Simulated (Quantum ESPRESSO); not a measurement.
# Ti (P6_3/mmc) in Quantum ESPRESSO: settings compared, part 3 of 3

Quantum ESPRESSO 7.5.

### Step 4. Phonons, BLYP

Input file pw.in:

```
&CONTROL
  calculation = 'scf'
  prefix = 'pwscf'
  outdir = './tmp'
  pseudo_dir = './pseudo'
  tprnfor = .true.
  tstress = .true.
  disk_io = 'low'
/
&SYSTEM
  ibrav = 0
  celldm(1) = 8
  nat = 2
  ntyp = 1
  ecutwfc = 84
  nbnd = 19
  input_dft = 'blyp'
  occupations = 'smearing'
  smearing = 'mv'
  degauss = 0.01469973
/
&ELECTRONS
  conv_thr = 4d-10
  electron_maxstep = 120
  mixing_beta = 0.5
/
ATOMIC_SPECIES
Ti    47.8670 Ti.upf
CELL_PARAMETERS alat
  0.6968365084558   0.0000000000000   0.0000000000000
 -0.3484182542279   0.6034781186156   0.0000000000000
  0.0000000000000   0.0000000000000   1.1054897829061
ATOMIC_POSITIONS crystal
Ti     0.6666666667    0.3333333333    0.7500000000
Ti     0.3333333333    0.6666666667    0.2500000000
K_POINTS automatic
8 8 5 0 0 0
```

Input file relax.in:

```
&CONTROL
  calculation = 'vc-relax'
  prefix = 'pwscf'
  outdir = './tmp'
  pseudo_dir = './pseudo'
  tprnfor = .true.
  tstress = .true.
  disk_io = 'low'
  nstep = 40
  forc_conv_thr = 0.0001
  etot_conv_thr = 1d-06
/
&SYSTEM
  ibrav = 0
  celldm(1) = 8
  nat = 2
  ntyp = 1
  ecutwfc = 84
  nbnd = 19
  input_dft = 'blyp'
  occupations = 'smearing'
  smearing = 'mv'
  degauss = 0.01469973
/
&ELECTRONS
  conv_thr = 4d-10
  electron_maxstep = 120
  mixing_beta = 0.5
/
&IONS
  ion_dynamics = 'bfgs'
/
&CELL
  cell_dynamics = 'bfgs'
  press = 0
  press_conv_thr = 0.2
/
ATOMIC_SPECIES
Ti    47.8670 Ti.upf
CELL_PARAMETERS alat
  0.6968365084558   0.0000000000000   0.0000000000000
 -0.3484182542279   0.6034781186156   0.0000000000000
  0.0000000000000   0.0000000000000   1.1054897829061
ATOMIC_POSITIONS crystal
Ti     0.6666666667    0.3333333333    0.7500000000
Ti     0.3333333333    0.6666666667    0.2500000000
K_POINTS automatic
8 8 5 0 0 0
```

Input file scf2.in:

```
&CONTROL
  calculation = 'scf'
  prefix = 'pwscf'
  outdir = './tmp'
  pseudo_dir = './pseudo'
  tprnfor = .true.
  tstress = .true.
  disk_io = 'low'
/
&SYSTEM
  ibrav = 0
  celldm(1) = 8
  nat = 2
  ntyp = 1
  ecutwfc = 84
  nbnd = 19
  input_dft = 'blyp'
  occupations = 'smearing'
  smearing = 'mv'
  degauss = 0.01469973
/
&ELECTRONS
  conv_thr = 1d-13
  electron_maxstep = 120
  mixing_beta = 0.5
  startingpot = 'file'
  startingwfc = 'file'
/
ATOMIC_SPECIES
Ti    47.8670 Ti.upf
CELL_PARAMETERS alat
  0.7002898685931  -0.0000000000068   0.0000000000000
 -0.3501449342906   0.6064688162179   0.0000000000000
  0.0000000000000   0.0000000000000   1.1052843250788
ATOMIC_POSITIONS crystal
Ti     0.6666666666    0.3333333332    0.7500000000
Ti     0.3333333332    0.6666666666    0.2500000000
K_POINTS automatic
8 8 5 0 0 0
```

Input file ph.in:

```
phonons of Ti
&INPUTPH
  prefix = 'pwscf'
  outdir = './tmp'
  tr2_ph = 1d-18
  fildyn = 'dyn'
  niter_ph = 90
  alpha_mix(1) = 0.4
/
0.0000000000 0.0000000000 0.0000000000
```

Input file dynmat.in:

```
&INPUT
  fildyn = 'dyn'
  asr = 'crystal'
  filout = 'dynmat.disp'
  fileig = 'dynmat.eig'
/
```

Potentials or basis: PseudoDojo 0.4.1 SR PBE standard.

Launch:

```
$ OMP_NUM_THREADS=1 mpirun -n 4 pw.x -nk 4 -in pw.in > pw.out
$ OMP_NUM_THREADS=1 mpirun -n 4 pw.x -nk 4 -in relax.in > relax.out
$ OMP_NUM_THREADS=1 mpirun -n 4 pw.x -nk 4 -in scf2.in > scf2.out
$ OMP_NUM_THREADS=1 mpirun -n 4 ph.x -nk 4 -in ph.in > ph.out
$ OMP_NUM_THREADS=1 mpirun -n 1 dynmat.x -in dynmat.in > dynmat.out
```

pw.out:

```text
This program is part of the open-source Quantum ESPRESSO suite
     for quantum simulation of materials; please cite
         "P. Giannozzi et al., J. Phys.:Condens. Matter 21 395502 (2009);
         "P. Giannozzi et al., J. Phys.:Condens. Matter 29 465901 (2017);
         "P. Giannozzi et al., J. Chem. Phys. 152 154105 (2020);
     in publications or presentations arising from this work. More details at

     IMPORTANT: XC functional enforced from input :
     Exchange-correlation= BLYP
                           (   1   3   1   3   0   0   0)
     Any further DFT definition will be discarded
     Please, verify this is what you really want

     Message from routine setup:
     using ibrav=0 with symmetry is DISCOURAGED, use correct ibrav instead

     K-points division:     npool     =       4
     Subspace diagonalization in iterative solution of the eigenvalue problem:
     a serial algorithm will be used

     G-vector sticks info
     --------------------
     sticks:   dense  smooth     PW     G-vecs:    dense   smooth      PW
     Sum         721     721    211                24711    24711    3981

     Using Slab Decomposition

     bravais-lattice index     =            0
     lattice parameter (alat)  =       8.0000  a.u.
     unit-cell volume          =     238.0220 (a.u.)^3
     number of atoms/cell      =            2
     number of atomic types    =            1
     number of electrons       =        24.00
     number of Kohn-Sham states=           19
     kinetic-energy cutoff     =      84.0000  Ry
     charge density cutoff     =     336.0000  Ry
     scf convergence threshold =      4.0E-10
     mixing beta               =       0.5000
     number of iterations used =            8  plain     mixing
     Exchange-correlation= BLYP
                           (   1   3   1   3   0   0   0)

     celldm(1)=   8.000000  celldm(2)=   0.000000  celldm(3)=   0.000000
     celldm(4)=   0.000000  celldm(5)=   0.000000  celldm(6)=   0.000000

     crystal axes: (cart. coord. in units of alat)
               a(1) = (   0.696837   0.000000   0.000000 )
               a(2) = (  -0.348418   0.603478   0.000000 )
               a(3) = (   0.000000   0.000000   1.105490 )

     reciprocal axes: (cart. coord. in units 2 pi/alat)
               b(1) = (  1.435057  0.828530 -0.000000 )
               b(2) = (  0.000000  1.657061  0.000000 )
               b(3) = (  0.000000 -0.000000  0.904576 )

     PseudoPot. # 1 for Ti read from file:
     Ti.upf
     Pseudo is Norm-conserving + core correction, Zval = 12.0
     Generated using ONCVPSP code by D. R. Hamann
     Using radial grid of 1586 points,  6 beta functions with:
                l(1) =   0
                l(2) =   0
                l(3) =   1
                l(4) =   1
                l(5) =   2
                l(6) =   2

     atomic species   valence    mass     pseudopotential
     Ti               12.00    47.86700     Ti( 1.00)

     24 Sym. Ops., with inversion, found (12 have fractional translation)

   Cartesian axes

     site n.     atom                  positions (alat units)
         1        Ti     tau(   1) = (   0.3484183   0.2011594   0.8291173  )
         2        Ti     tau(   2) = (  -0.0000000   0.4023187   0.2763724  )

     number of k points=    30  Marzari-Vanderbilt smearing, width (Ry)=  0.0147
                       cart. coord. in units 2pi/alat
        k(    1) = (   0.0000000   0.0000000   0.0000000), wk =   0.0062500
        k(    2) = (   0.0000000   0.0000000   0.1809153), wk =   0.0125000
        k(    3) = (   0.0000000   0.0000000   0.3618306), wk =   0.0125000
        k(    4) = (   0.0000000   0.2071326   0.0000000), wk =   0.0375000
        k(    5) = (   0.0000000   0.2071326   0.1809153), wk =   0.0750000
        k(    6) = (   0.0000000   0.2071326   0.3618306), wk =   0.0750000
[... 22 lines left out ...]
        k(   29) = (   0.3587642   0.8285305   0.1809153), wk =   0.0750000
        k(   30) = (   0.3587642   0.8285305   0.3618306), wk =   0.0750000

     Dense  grid:    24711 G-vectors     FFT dimensions: (  36,  36,  54)

     Initial potential from superposition of free atoms

     starting charge      23.9968, renormalised to      24.0000
     Starting wfcs are   20 randomized atomic wfcs

     Self-consistent Calculation

     iteration #  1     ecut=    84.00 Ry     beta= 0.50
     Davidson diagonalization with overlap
     ethr =  1.00E-02,  avg # of iterations =  2.9

     Threshold (ethr) on eigenvalues was too large:
     Diagonalizing with lowered threshold

     Davidson diagonalization with overlap
     ethr =  1.26E-04,  avg # of iterations =  4.2

     total energy              =    -237.08165597 Ry
     estimated scf accuracy    <       0.05921346 Ry

     iteration #  2     ecut=    84.00 Ry     beta= 0.50
     Davidson diagonalization with overlap
     ethr =  2.47E-04,  avg # of iterations =  2.2

     total energy              =    -237.09507185 Ry
     estimated scf accuracy    <       0.00240802 Ry

     iteration #  3     ecut=    84.00 Ry     beta= 0.50
     Davidson diagonalization with overlap
     ethr =  1.00E-05,  avg # of iterations =  3.0

     total energy              =    -237.09544643 Ry
     estimated scf accuracy    <       0.00051507 Ry
[... 26 lines left out ...]
     total energy              =    -237.09554198 Ry
     estimated scf accuracy    <       0.00000022 Ry

     iteration #  8     ecut=    84.00 Ry     beta= 0.50
     Davidson diagonalization with overlap
     ethr =  9.17E-10,  avg # of iterations =  2.1

     total energy              =    -237.09554196 Ry
     estimated scf accuracy    <       0.00000007 Ry

     iteration #  9     ecut=    84.00 Ry     beta= 0.50
     Davidson diagonalization with overlap
     ethr =  2.98E-10,  avg # of iterations =  2.9

     End of self-consistent calculation

          k = 0.0000 0.0000 0.0000 (  3067 PWs)   bands (ev):

   -43.2151 -43.0856 -19.8277 -19.2057 -19.2057 -19.1513 -19.1095 -19.1095
     7.6164  11.0041  14.3681  14.3681  14.4513  14.5309  14.8477  14.8477
    15.2067  15.2067  16.6967

          k = 0.0000 0.0000 0.1809 (  3074 PWs)   bands (ev):

   -43.2029 -43.0981 -19.7654 -19.2183 -19.1966 -19.1966 -19.1187 -19.1187
     7.9457  10.8279  14.0169  14.2537  14.2537  14.2783  14.6865  14.6865
    15.5261  15.5261  16.6983

          k = 0.0000 0.0000 0.3618 (  3110 PWs)   bands (ev):

   -43.1707 -43.1307 -19.6000 -19.3912 -19.1726 -19.1726 -19.1428 -19.1428
     8.8531  10.0320  13.6188  13.8790  14.2143  14.2143  14.3911  14.3911
    16.0934  16.0934  16.5368
[... 43 lines left out ...]
          k = 0.0000 0.6214 0.1809 (  3106 PWs)   bands (ev):

   -43.1177 -43.0666 -19.6773 -19.5499 -19.4628 -19.3090 -19.2571 -19.1831
    10.6565  11.7610  12.2653  13.0141  14.3063  14.4097  14.6818  16.3620
    16.4972  16.5475  16.9754

          k = 0.0000 0.6214 0.3618 (  3090 PWs)   bands (ev):

   -43.1019 -43.0824 -19.6918 -19.6380 -19.3458 -19.2704 -19.2699 -19.2223
    10.9080  11.3612  12.6782  13.0521  14.3006  14.6706  14.9297  15.6662
    16.6330  16.7342  16.8091

          k = 0.0000-0.8285 0.0000 (  3086 PWs)   bands (ev):

   -43.1031 -43.0610 -19.6599 -19.5432 -19.5355 -19.3427 -19.3181 -19.1791
    11.3555  11.5404  11.8525  13.1095  14.0957  14.2563  14.7702  16.8744
    17.0985  17.1002  17.8948

          k = 0.0000-0.8285 0.1809 (  3096 PWs)   bands (ev):

   -43.0991 -43.0650 -19.7117 -19.6029 -19.4508 -19.3273 -19.2894 -19.1950
    11.0910  11.5731  12.4197  12.6952  14.3061  14.6192  14.8787  16.6356
    16.9491  17.0815  17.4908

          k = 0.0000-0.8285 0.3618 (  3110 PWs)   bands (ev):

   -43.0886 -43.0755 -19.7374 -19.6935 -19.3400 -19.2867 -19.2806 -19.2362
    11.0594  11.3525  12.6607  12.9069  14.6837  14.9036  15.3320  15.7713
    16.9804  17.0363  17.0492

          k = 0.1794 0.3107 0.0000 (  3086 PWs)   bands (ev):

   -43.1755 -43.0713 -19.7362 -19.3622 -19.3273 -19.2321 -19.1934 -19.1493
     8.8403  11.8354  13.0527  13.2945  14.4045  14.4707  14.9636  15.1339
    15.2737  15.7089  16.8907

          k = 0.1794 0.3107 0.1809 (  3090 PWs)   bands (ev):

   -43.1656 -43.0813 -19.7008 -19.3602 -19.3396 -19.2587 -19.1822 -19.1611
     9.1188  11.7444  12.7797  13.3792  14.1954  14.4857  14.7208  15.2133
    15.6066  15.7584  16.8233

          k = 0.1794 0.3107 0.3618 (  3080 PWs)   bands (ev):
[... 65 lines left out ...]
          k = 0.3588 0.8285 0.1809 (  3092 PWs)   bands (ev):

   -43.0820 -43.0678 -19.6213 -19.5587 -19.5084 -19.3591 -19.3470 -19.2881
    11.8598  12.3384  12.4253  12.5092  13.7262  13.8808  15.0169  16.3469
    16.5199  16.8339  19.1856

          k = 0.3588 0.8285 0.3618 (  3101 PWs)   bands (ev):

   -43.0776 -43.0722 -19.6618 -19.6410 -19.4691 -19.4073 -19.2604 -19.2397
    11.9392  12.1784  12.8042  12.9472  13.4318  13.6031  15.1311  15.5663
    16.6398  16.8110  19.5310

     the Fermi energy is    13.6306 ev

!    total energy              =    -237.09554198 Ry
     estimated scf accuracy    <          1.7E-10 Ry
     smearing contrib. (-TS)   =       0.00027830 Ry
     internal energy E=F+TS    =    -237.09582028 Ry

     The total energy is F=E-TS. E is the sum of the following terms:
     one-electron contribution =     -82.52558943 Ry
     hartree contribution      =      49.09974989 Ry
     xc contribution           =     -34.58790275 Ry
     ewald contribution        =    -169.08207799 Ry

     convergence has been achieved in   9 iterations

     Forces acting on atoms (cartesian axes, Ry/au):

     atom    1 type  1   force =     0.00000000   -0.00000000    0.00000000
     atom    2 type  1   force =    -0.00000000    0.00000000    0.00000000

     Total force =     0.000000     Total SCF correction =     0.000000

     Computing stress (Cartesian axis) and pressure

          total   stress  (Ry/bohr**3)                   (kbar)     P=       10.32
   0.00008195   0.00000000   0.00000000           12.06        0.00        0.00
   0.00000000   0.00008195   0.00000000            0.00       12.06        0.00
   0.00000000   0.00000000   0.00004653            0.00        0.00        6.84

=------------------------------------------------------------------------------=
   JOB DONE.
=------------------------------------------------------------------------------=
```

Wall time 7.7 min (4 MPI ranks of Intel Xeon at 2.50GHz (Skylake/Cascade Lake), shared host); peak memory 0.36 GiB.

Results:

- Free energy: -3225.8505 eV
- Relaxed volume: 17.81 Å³/atom
- Relaxed cell: a = 2.965 Å, b = 2.965 Å, c = 4.679 Å, α = 90.00°, β = 90.00°, γ = 120.00°
- Space group after relaxing (to 0.05 Å): P6_3/mmc (No. 194)
- Pressure after relaxing: 0.0 GPa
- Band gap on the k mesh: none (metal or under the smearing width)
- Highest phonon frequency at Γ: 161 cm⁻¹

Step by step:
```tsv
step	energy change (eV)	largest force (eV/Å)	pressure (GPa)	volume (Å³)
1	0.0000	0.0000	1.03	35.27
2	-0.0009	0.0000	0.47	35.46
3	-0.0012	0.0000	-0.04	35.62
4	-0.0013	0.0000	-0.05	35.63
5	-0.0013	0.0000	-0.04	35.63
6	-0.0013	0.0000	-0.02	35.62
7	-0.0013	0.0000	0.00	35.62
```

Final structure:
```
CELL_PARAMETERS angstrom
2.96462 0.00000 0.00000
-1.48231 2.56744 0.00000
0.00000 0.00000 4.67913
ATOMIC_POSITIONS crystal
Ti 0.66667 0.33333 0.75000
Ti 0.33333 0.66667 0.25000
```

Levels at points of the mesh, in eV from the Fermi level:
```tsv
k point	band 10	band 11	band 12	band 13	band 14	band 15
(0.00, 0.00, 0.00)	-2.60	0.72	0.72	0.84	0.92	1.21
(0.00, -0.50, 0.00)	-2.07	-1.75	-0.55	0.44	0.63	1.14
```

Phonon frequencies in cm⁻¹ (negative: imaginary):
```csv
q point,frequencies
"(0.000, 0.000, 0.000)",1 1 3 125 125 161
```

Optical modes at Γ, degenerate ones joined:
```
cm⁻¹  components  symmetry  active in
 125           2       E2g      Raman
 161           1       B1g     silent
```

Caveat: the mesh is thin for the phonons of a metal; the potentials were made for another functional, which shifts forces and pressure.

### Step 5. Summary

```tsv
level	potentials or basis	gap on the mesh (eV)	pressure (GPa)
PBE	PseudoDojo 0.4.1 SR PBE standard	none	0.0
PBEsol	PseudoDojo 0.4.1 SR PBEsol standard	none	0.0
BLYP	PseudoDojo 0.4.1 SR PBE standard	none	0.0
```

Alike in all rows: task phonons; no spin polarisation; cell relaxed; k mesh 8 × 8 × 5; cutoff (eV) 1143; smearing cold 0.2 eV.

Caveats: the mesh is thin for the phonons of a metal; the potentials were made for another functional, which shifts forces and pressure (some runs).

Total energies depend on the potentials used, so only differences within one code and one set of settings carry meaning.
